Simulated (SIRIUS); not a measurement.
**Ge: single point with PBEsol**

**Experimental background.**

“Electronic and optical properties of SixGe1-x-ySny alloys lattice-matched to Ge”, 2021, arxiv:2109.02782 reports, for a bulk crystal of Ge at 300 K: band gap 0.807 eV (direct).

Ge:

```
Ge
1.0
     0.00000    2.82891    2.82891
     2.82891    0.00000    2.82891
     2.82891    2.82891    0.00000
Ge
2
Direct
  0.75000 0.75000 0.75000
  0.50000 0.50000 0.50000
```

- Program: SIRIUS 7.12.0
- Task: single point
- Functional: PBEsol
- Potentials or basis: PseudoDojo 0.4.1 PBE standard (scalar relativistic)
- Cutoff: 1078 eV
- Density cutoff: 4311 eV
- k mesh: 8 × 8 × 8
- Occupations: fermi-dirac, width 0.05 eV
- Spin: no spin polarisation
- Libxc names: ["XC_GGA_X_PBE_SOL", "XC_GGA_C_PBE_SOL"]
- Energy tol: 1e-08 Ha
- Density tol: 1e-06
- Mixer: anderson
- Mixing beta: 0.7
- Max scf: 100
- Radial cutoff for the potentials' integrals: 6.5 bohr

* Pressure: 0.7 GPa
* Band gap on the k mesh: 0.00 eV

Run time: 33 s on 1 thread of Intel(R) Xeon(R) Platinum 8375C CPU @ 2.90GHz (Ice Lake) (shared host), peak memory 0.28 GiB.

Measured gap of Ge: 0.807 eV (direct; 300 K; “Electronic and optical properties of SixGe1-x-ySny alloys lattice-matched to Ge”, 2021, arxiv:2109.02782). This calculation gives 0.00 eV (-0.81 eV). 3 values of this kind are on record (0.666 to 0.807 eV); this one was drawn at random among those near their median. Spin-orbit coupling on Ge is left out. The value is that of PBEsol on a finite k mesh, which can miss the band edges, without temperature or zero-point motion. Semilocal functionals fall short of measured gaps as a rule.

Caveat: the potentials were made for another functional, which shifts forces and pressure.
